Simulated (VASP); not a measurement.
# InP (F-43m) in VASP: notebook

Runs on InP. Level: r2SCAN. Tasks: single point.

All numbers are computed with VASP 6.6.1; they aren't measurements. Logs are shortened: lines on timing, memory, paths and dates and some standing lists are left out, and cuts for length are marked.

**Experimental background.**

From a printed reference work, data compilation, for a bulk crystal of InP at 1.6 K: band gap 1.4236 eV (direct).

The runs below are set against these values where they give the same quantity.

## Step 1: The cell of the first run

Symmetry: F-43m, No. 216, cubic system. The conventional cell has a = 5.861 Å, b = 5.861 Å, c = 5.861 Å, α = 90.00°, β = 90.00°, γ = 90.00°. Within 3.3 Å of In (site symmetry -43m) lie 4 P at 2.54 Å. Within 3.3 Å of P (site symmetry -43m) lie 4 In at 2.54 Å.

## Step 2: Single point, r2SCAN

The input, POSCAR:

```
InP
1.0
    0.0000000000      2.9305000000      2.9305000000
    2.9305000000      0.0000000000      2.9305000000
    2.9305000000      2.9305000000      0.0000000000
In P
1 1
Direct
    0.0000000000      0.0000000000      0.0000000000
    0.2500000000      0.2500000000      0.2500000000
```

The input, INCAR.step1:

```
SYSTEM = InP
PREC = Accurate ; ENCUT = 520
ISMEAR = 1 ; SIGMA = 0.02
LREAL = .FALSE. ; LASPH = .TRUE.
NELM = 60 ; NBANDS = 16
GGA = PE ; ALGO = Normal
EDIFF = 1E-4 ; LWAVE = .TRUE.
LCHARG = .FALSE.
```

The input, INCAR.step2:

```
SYSTEM = InP
PREC = Accurate ; ENCUT = 520
EDIFF = 1E-7 ; ISMEAR = 1
SIGMA = 0.02 ; LREAL = .FALSE.
LASPH = .TRUE. ; NELM = 60
ALGO = Normal ; ISIF = 2
LWAVE = .FALSE. ; LCHARG = .FALSE.
METAGGA = R2SCAN ; LMIXTAU = .TRUE.
NBANDS = 16 ; ISTART = 1
```

The input, KPOINTS:

```
regular mesh
0
G
  6 6 6
  0 0 0
```

Potentials or basis: VASP PAW PBE potentials, release 64 (In_d, P).

Command:

```bash
> cat potpaw_PBE.64/In_d/POTCAR potpaw_PBE.64/P/POTCAR > POTCAR
> cp INCAR.step1 INCAR
> mpirun -np 1 vasp_std > vasp.out
> cp INCAR.step2 INCAR
> mpirun -np 1 vasp_std > vasp.out
```

OUTCAR:

```text
SYSTEM = InP
   PREC = Accurate
   ENCUT = 520
   EDIFF = 1E-7
   ISMEAR = 1
   LREAL = .FALSE.
   LASPH = .TRUE.
   NELM = 60
   ISIF = 2
   METAGGA = R2SCAN
   ISTART = 1

 ion  position               nearest neighbor table
   1  0.000  0.000  0.000-   2 2.54   2 2.54   2 2.54   2 2.54
   2  0.250  0.250  0.250-   1 2.54   1 2.54   1 2.54   1 2.54

  LATTYP: Found a face centered cubic cell.
 ALAT       =     5.8610000000

  Lattice vectors:

 A1 = (   0.0000000000,   2.9305000000,   2.9305000000)
 A2 = (   2.9305000000,   0.0000000000,   2.9305000000)
 A3 = (   2.9305000000,   2.9305000000,   0.0000000000)

Analysis of symmetry for initial positions (statically):
=====================================================================
 Subroutine PRICEL returns:
 Original cell was already a primitive cell.

 Routine SETGRP: Setting up the symmetry group for a
 face centered cubic supercell.

 Subroutine GETGRP returns: Found 24 space group operations
 (whereof 24 operations were pure point group operations)
 out of a pool of 48 trial point group operations.

The static configuration has the point symmetry T_d .

Analysis of symmetry for dynamics (positions and initial velocities):
=====================================================================
 Subroutine PRICEL returns:
 Original cell was already a primitive cell.

 Routine SETGRP: Setting up the symmetry group for a
 face centered cubic supercell.

 Subroutine GETGRP returns: Found 24 space group operations
 (whereof 24 operations were pure point group operations)
 out of a pool of 48 trial point group operations.

The dynamic configuration has the point symmetry T_d .

 Subroutine INISYM returns: Found 24 space group operations
 (whereof 24 operations are pure point group operations),
 and found     1 'primitive' translations

----------------------------------------------------------------------------------------

                                     Primitive cell

  volume of cell :      50.3333

  direct lattice vectors                    reciprocal lattice vectors
     0.000000000  2.930500000  2.930500000    -0.170619348  0.170619348  0.170619348
     2.930500000  0.000000000  2.930500000     0.170619348 -0.170619348  0.170619348
     2.930500000  2.930500000  0.000000000     0.170619348  0.170619348 -0.170619348

  length of vectors
     4.144352845  4.144352845  4.144352845     0.295521380  0.295521380  0.295521380

  position of ions in fractional coordinates (direct lattice)
     0.000000000  0.000000000  0.000000000
     0.250000000  0.250000000  0.250000000

  ion indices of the primitive-cell ions
   primitive index   ion index
                 1           1
                 2           2

----------------------------------------------------------------------------------------

 KPOINTS: regular mesh

Automatic generation of k-mesh.
 Grid dimensions read from file:
 generate k-points for:    6    6    6

 Generating k-lattice:

  Cartesian coordinates                     Fractional coordinates (reciprocal lattice)
    -0.028436558  0.028436558  0.028436558     0.166666667  0.000000000  0.000000000
     0.028436558 -0.028436558  0.028436558     0.000000000  0.166666667  0.000000000
     0.028436558  0.028436558 -0.028436558     0.000000000  0.000000000  0.166666667

  Length of vectors
     0.049253563  0.049253563  0.049253563

  Shift w.r.t. Gamma in fractional coordinates (k-lattice)
     0.000000000  0.000000000  0.000000000

 Subroutine IBZKPT returns following result:
 ===========================================

 Found     16 irreducible k-points:

 Following reciprocal coordinates:
            Coordinates               Weight
  0.000000  0.000000  0.000000      1.000000
  0.166667  0.000000  0.000000      8.000000
  0.333333  0.000000  0.000000      8.000000
  0.500000  0.000000  0.000000      4.000000
  0.166667  0.166667  0.000000      6.000000
  0.333333  0.166667  0.000000     24.000000
[... 8 lines left out ...]
 -0.333333  0.333333  0.166667     24.000000
 -0.333333  0.500000  0.166667     12.000000
   k-points           NKPTS =     16   k-points in BZ     NKDIM =     16   number of bands    NBANDS=     16
   number of dos      NEDOS =    301   number of ions     NIONS =      2
   total plane-waves  NPLWV =  32768
   dimension x,y,z NGX =    32 NGY =   32 NGZ =   32
   dimension x,y,z NGXF=    64 NGYF=   64 NGZF=   64
   ions per type =               1   1
   NGX,Y,Z   is equivalent  to a cutoff of  12.84, 12.84, 12.84 a.u.
   NGXF,Y,Z  is equivalent  to a cutoff of  25.67, 25.67, 25.67 a.u.
 SYSTEM =  InP
   PREC   = accura    normal or accurate (medium, high low for compatibility)
   ISTART =      1    job   : 0-new  1-cont  2-samecut
   ICHARG =      0    charge: 1-file 2-atom 10-const
   ISPIN  =      1    spin polarized calculation?
   LNONCOLLINEAR =      F non collinear calculations
   LSORBIT =      F    spin-orbit coupling
   LASPH  =      T    aspherical Exc in radial PAW
   ENCUT  =  520.0 eV  38.22 Ry    6.18 a.u.   7.71  7.71  7.71*2*pi/ulx,y,z
   NELM   =     60;   NELMIN=  2; NELMDL=  0     # of ELM steps
   EDIFF  = 0.1E-06   stopping-criterion for ELM
   LREAL  =      F    real-space projection
   EDIFFG = 0.1E-05   stopping-criterion for IOM
   NSW    =      0    number of steps for IOM
   IBRION =     -1    ionic relax: 0-MD 1-quasi-New 2-CG
   NFREE  =      0    steps in history (QN), initial steepest desc. (CG)
   ISIF   =      2    stress and relaxation
   ISYM   =      2    0-nonsym 1-usesym 2-fastsym
   POTIM  = 0.5000    time-step for ionic-motion
   TEBEG  =    0.0;   TEEND  =   0.0 temperature during run
   PSTRESS=    0.0 pullay stress
   NELECT =      18.0000    total number of electrons
   NUPDOWN=      -1.0000    fix difference up-down
   EMIN   =  10.00;   EMAX   =-10.00  energy-range for DOS
   EFERMI =   0.00;   METHOD = LEGACY
   ISMEAR =     1;   SIGMA  =   0.02  broadening in eV -4-tet -1-fermi 0-gaus
   EFERMI_NEDOS =   21; number of points for ismear=-14 and -15
   IALGO  =     38    algorithm
   IMIX   =      4    mixing-type and parameters
     AMIX     =   0.40;   BMIX     =  1.00
     AMIX_MAG =   1.60;   BMIX_MAG =  1.00
  volume/ion in A,a.u.               =      25.17       169.83
  Fermi-wavevector in a.u.,A,eV,Ry     =   1.162021  2.195901 18.371846  1.350293
  Thomas-Fermi vector in A             =   2.298587
   LORBIT       =      0    0 simple, 1 ext, 2 COOP (PROOUT), +10 PAW based schemes
   METAGGA = R2SCAN    functional components
   LHFCALC =     F    Hartree Fock is set to
   AEXX    =    0.0000 exact exchange contribution
   IVDW    =     0    specifies the selected vdW correction
   LEPSILON=     F    determine dielectric tensor
   LRPA    =     F    only Hartree local field effects (RPA)
 non-spin polarized calculation
 Methfessel and Paxton  Order N= 1 SIGMA  =   0.02
  energy-cutoff  :      520.00
  volume of cell :       50.33
 maximum number of plane-waves:      1380
   NGX = 15   NGY = 15   NGZ = 15

 number of electron      18.0000005 magnetization

 Free energy of the ion-electron system (eV)
  ---------------------------------------------------
  ext. energy  EPLUGINS =         0.00000000
  ---------------------------------------------------
  free energy    TOTEN  =       -32.28266517 eV

  energy without entropy =      -32.28268127  energy(sigma->0) =      -32.28267053

 E-fermi :   5.0338     XC(G=0):  -9.8800

 val. band max:        5.0169256378   @ k =   0.0000   0.0000   0.0000
 cond. band min:       6.1848170430   @ k =   0.0000   0.0000   0.0000
 fundamental gap:      1.1678914052
 Fermi energy:         5.0337615728

 k-point     1 :       0.0000    0.0000    0.0000
  band No.  band energies     occupation
      1      -9.6442      2.00000
      2      -9.6442      2.00000
      3      -9.6442      2.00000
      4      -9.4650      2.00000
      5      -9.4650      2.00000
      6      -6.9836      2.00000
[... 8 lines left out ...]
     15      14.9360      0.00000
     16      14.9360      0.00000

 k-point     2 :       0.1667    0.0000    0.0000
  band No.  band energies     occupation
      1      -9.6810      2.00000
      2      -9.6306      2.00000
      3      -9.6306      2.00000
      4      -9.4644      2.00000
      5      -9.4644      2.00000
      6      -6.6527      2.00000
[... 8 lines left out ...]
     15      14.0837      0.00000
     16      15.0470      0.00000

 k-point     3 :       0.3333    0.0000    0.0000
  band No.  band energies     occupation
      1      -9.7478      2.00000
      2      -9.6083      2.00000
      3      -9.6083      2.00000
      4      -9.4581      2.00000
      5      -9.4581      2.00000
      6      -5.8041      2.00000
[... 8 lines left out ...]
     15      14.6138      0.00000
     16      14.6138      0.00000

 k-point     4 :       0.5000    0.0000    0.0000
  band No.  band energies     occupation
      1      -9.7787      2.00000
      2      -9.6002      2.00000
      3      -9.6002      2.00000
      4      -9.4517      2.00000
      5      -9.4517      2.00000
      6      -5.1762      2.00000
[... 8 lines left out ...]
     15      16.2511      0.00000
     16      16.2511      0.00000
[... 172 lines left out ...]
 k-point    14 :       0.5000    0.3333    0.1667
  band No.  band energies     occupation
      1      -9.7939      2.00000
      2      -9.5833      2.00000
      3      -9.5646      2.00000
      4      -9.4858      2.00000
      5      -9.4455      2.00000
      6      -5.1469      2.00000
[... 8 lines left out ...]
     15      16.7819      0.00000
     16      17.4401      0.00000

 k-point    15 :      -0.3333    0.3333    0.1667
  band No.  band energies     occupation
      1      -9.8056      2.00000
      2      -9.5829      2.00000
      3      -9.5525      2.00000
      4      -9.4802      2.00000
      5      -9.4505      2.00000
      6      -4.6477      2.00000
[... 8 lines left out ...]
     15      16.7793      0.00000
     16      17.2538      0.00000

 k-point    16 :      -0.3333    0.5000    0.1667
  band No.  band energies     occupation
      1      -9.8260      2.00000
      2      -9.5641      2.00000
      3      -9.5369      2.00000
      4      -9.4969      2.00000
      5      -9.4413      2.00000
      6      -4.4363      2.00000
[... 8 lines left out ...]
     15      16.8971      0.00000
     16      17.6751      0.00000

------------------------ aborting loop because EDIFF is reached ----------------------------------------

  FORCE on cell =-STRESS in cart. coord.  units (eV):
  Direction    XX          YY          ZZ          XY          YZ          ZX
  --------------------------------------------------------------------------------------
  -------------------------------------------------------------------------------------
  Total        0.4939770      0.4939770      0.4939770     -0.0000000      0.0000000     -0.0000000
  in kB       15.7239688     15.7239688     15.7239688     -0.0000000      0.0000000     -0.0000000
  external PRESSURE =      15.7239688 kB  Pullay stress =       0.0000000 kB

 VOLUME and BASIS-vectors are now :
 -----------------------------------------------------------------------------
  energy-cutoff  :      520.00
  volume of cell :       50.33
      direct lattice vectors                 reciprocal lattice vectors
     0.000000000  2.930500000  2.930500000    -0.170619348  0.170619348  0.170619348
     2.930500000  0.000000000  2.930500000     0.170619348 -0.170619348  0.170619348
     2.930500000  2.930500000  0.000000000     0.170619348  0.170619348 -0.170619348

 POSITION                                       TOTAL-FORCE (eV/Angst)
 -----------------------------------------------------------------------------------
      0.00000      0.00000      0.00000         0.000000     -0.000000      0.000000
      1.46525      1.46525      1.46525        -0.000000      0.000000     -0.000000
 -----------------------------------------------------------------------------------
    total drift:                               -0.000002     -0.000002     -0.000002

  FREE ENERGIE OF THE ION-ELECTRON SYSTEM (eV)
  ---------------------------------------------------
  free  energy   TOTEN  =       -32.2826651663 eV

  energy  without entropy=      -32.2826812716  energy(sigma->0) =      -32.28267053
```

Run time: 82 s. Hardware: 1 thread of Intel Xeon 8259CL, shared host; peak memory 0.18 GiB.

Results:

| Quantity | Value |
| --- | --- |
| Free energy | -32.2827 eV |
| Pressure | 1.6 GPa |
| Band gap on the k mesh | 1.17 eV, direct |

Levels at points of the mesh, in eV from the valence-band top:
```tsv
k point	band 6	band 7	band 8	band 9	band 10	band 11	band 12	band 13
(0.00, 0.00, 0.00)	-12.00	0.00	0.00	0.00	1.17	4.44	4.44	4.44
(0.50, 0.00, 0.00)	-10.19	-5.88	-1.01	-1.01	1.86	5.16	5.16	7.55
(0.50, 0.50, 0.00)	-9.51	-5.88	-2.41	-2.41	2.00	2.55	9.89	10.31
```

Caveat: the PAW data sets were made with another functional, which shifts forces and pressure a little; spin-orbit coupling is left out, which moves the levels of the heavy elements.

## Step 3: Single point, r2SCAN

POSCAR is that of step 2.

The input, INCAR.step1:

```
PREC = Accurate
ENCUT = 520
ISMEAR = 1
SIGMA = 0.02
LREAL = F
LASPH = T
NELM = 60
NBANDS = 16
GGA = PE
ALGO = Normal
EDIFF = 1E-4
LWAVE = T
LCHARG = F
```

The input, INCAR.step2:

```
PREC = Accurate
ENCUT = 520
EDIFF = 1E-7
ISMEAR = 1
SIGMA = 0.02
LREAL = F
LASPH = T
NELM = 60
ALGO = Normal
ISIF = 2
LWAVE = F
LCHARG = F
METAGGA = R2SCAN
LMIXTAU = T
NBANDS = 16
ISTART = 1
```

The input, KPOINTS:

```
Automatic mesh
0
Gamma
  6 6 6
```

Potentials or basis: VASP PAW PBE potentials, release 64 (In_d, P).

Command:

```bash
> cat potpaw_PBE.64/In_d/POTCAR potpaw_PBE.64/P/POTCAR > POTCAR
> cp INCAR.step1 INCAR
> mpirun -np 1 vasp_std > vasp.out
> cp INCAR.step2 INCAR
> mpirun -np 1 vasp_std > vasp.out
```

Wall time 2.2 min (1 thread of Intel Xeon 8259CL, shared host); peak memory 0.18 GiB.

It converged, with:

* Free energy: -32.2827 eV
* Pressure: 1.6 GPa
* Band gap on the k mesh: 1.17 eV, direct

Levels at points of the mesh, in eV from the valence-band top:
| k point | band 7 | band 8 | band 9 | band 10 | band 11 | band 12 |
| --- | --- | --- | --- | --- | --- | --- |
| (0.00, 0.00, 0.00) | 0.00 | 0.00 | 0.00 | 1.17 | 4.44 | 4.44 |
| (0.50, 0.00, 0.00) | -5.88 | -1.01 | -1.01 | 1.86 | 5.16 | 5.16 |
| (0.50, 0.50, 0.00) | -5.88 | -2.41 | -2.41 | 2.00 | 2.55 | 9.89 |

Caveat: the PAW data sets were made with another functional, which shifts forces and pressure a little; spin-orbit coupling is left out, which moves the levels of the heavy elements.

## Step 4: How close it comes

Step 2. A measured gap of InP is 1.4236 eV (direct; 1.6 K; a printed reference work, data compilation); the calculated 1.17 eV misses it by -0.26 eV. Spin-orbit coupling on In is left out. The value is that of r2SCAN, without temperature or zero-point motion.

Step 3. Against the measured gap of InP, 1.4236 eV (direct; 1.6 K; a printed reference work, data compilation), the calculated 1.17 eV is off by -0.26 eV. Spin-orbit coupling on In is left out. The value is that of r2SCAN, without temperature or zero-point motion.
